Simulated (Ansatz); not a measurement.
In doubt: masses and optical values from hybrid runs of this build are listed as unsure (in some of the runs), which bears on the screening that GW takes from such a start.

Consider BaTiO3 (Pm-3m).

It takes space group Pm-3m (No. 221, cubic). The conventional cell has a = 4.006 Å, b = 4.006 Å, c = 4.006 Å, α = 90.00°, β = 90.00°, γ = 90.00°. Ba has 12 O at 2.83 Å nearest. Nearest to Ti lie 6 O at 2.00 Å. O has 2 Ti at 2.00 Å and 4 Ba at 2.83 Å nearest. Farther neighbours and most contacts between anions are not listed.

```xyz
5
Lattice="4.0060 0.0000 0.0000 0.0000 4.0060 0.0000 0.0000 0.0000 4.0060" Properties=species:S:1:pos:R:3 pbc="T T T"
Ba    2.0030    2.0030    2.0030
Ti    0.0000    0.0000    0.0000
O     2.0030    0.0000    0.0000
O     0.0000    2.0030    0.0000
O     0.0000    0.0000    2.0030
```

The cell and positions come from the Crystallography Open Database and are kept as given unless a step says otherwise. Spin-orbit coupling is left out unless a run names it. PAW set soft_1, made with PBE.

Gaps computed with Ansatz 0.2.0 without a self-energy: HSE06 3.19 eV, r2SCAN 2.15 eV and PBE0 3.93 eV.

Question: Estimate the G0W0@HSE06 gap with 4×4×4 mesh, 236 empty bands, screening to 138 eV, default PAW files.

About 3.41 eV: on its mesh the run moves the gap from 3.19 eV by +0.22 eV. Among the scalar-relativistic levels given, HSE06 is nearest (−0.22 eV). Bands and cutoff are finite, so the gap is not at the basis limit. The miss can reach some tenths of an eV and take either sign; the mesh is an error of its own. The 4×4×4 mesh is coarse for this cell (its supercell is 16 Å along the shortest edge). The RPA ε∞ on it, from the HSE06 start, is 4.88; such meshes misread the long-range screening, most where the gap is narrow. This is the ideal cubic cell; many perovskites, halides above all, are cubic only on average, and local tilts or off-centring can widen the gap. The many-body steps are scalar-relativistic: spin-orbit coupling is not in them.

[Paths, hosts, dates, memory and timing lines, banners, echoed tables and standing remarks are left out of the program output.]

[Logs are printed without paths, hosts, clocks, repeated set-up lines and the standing remarks that a program may print on its own settings, such as how far it seeks lower states.]

[Runs of the session that timed out or met a known fault of the program may be left out.]

[Cells called generated may have been cut or substituted from an entry of the Crystallography Open Database or the Materials Project.]

[Hosts, paths, dates, database ids (printed as entryN), source tags and the programs' standing remarks are cut or masked in the printed files.]
